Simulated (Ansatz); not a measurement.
(111) slab cut from the bulk of Cu, Fm-3m (No. 225); the slab's formula is Cu:

```xyz
6
Lattice="2.5667 0.0000 0.0000 -1.2833 2.2228 0.0000 0.0000 0.0000 25.4783" Properties=species:S:1:pos:R:3 pbc="T T T"
Cu    1.2833    0.7409    7.5000
Cu    0.0000    1.4819    9.5957
Cu    0.0000    0.0000   11.6913
Cu    1.2833    0.7409   13.7870
Cu    0.0000    1.4819   15.8827
Cu    0.0000    0.0000   17.9783
```

Theory: Ansatz, DFT PBE, scalar-relativistic, plane waves, PAW. Plane waves to 420 eV, a k mesh through Γ of 15×15×1 on the computed 6-atom cell and Gaussian smearing (0.10 eV); no spin polarisation. A dipole correction removes the field between periodic images along c.

Question: What forces act on the atoms?

Answer:
```tsv
atom	Fx (eV/Å)	Fy (eV/Å)	Fz (eV/Å)
Cu1	0.000	0.000	0.061
Cu2	0.000	0.000	-0.040
Cu3	0.000	0.000	-0.054
Cu4	0.000	0.000	0.054
Cu5	0.000	0.000	0.040
Cu6	0.000	0.000	-0.061
```

Cost: 1 run of about 0.82 core-minutes, on Arm Neoverse V1 (shared hosts).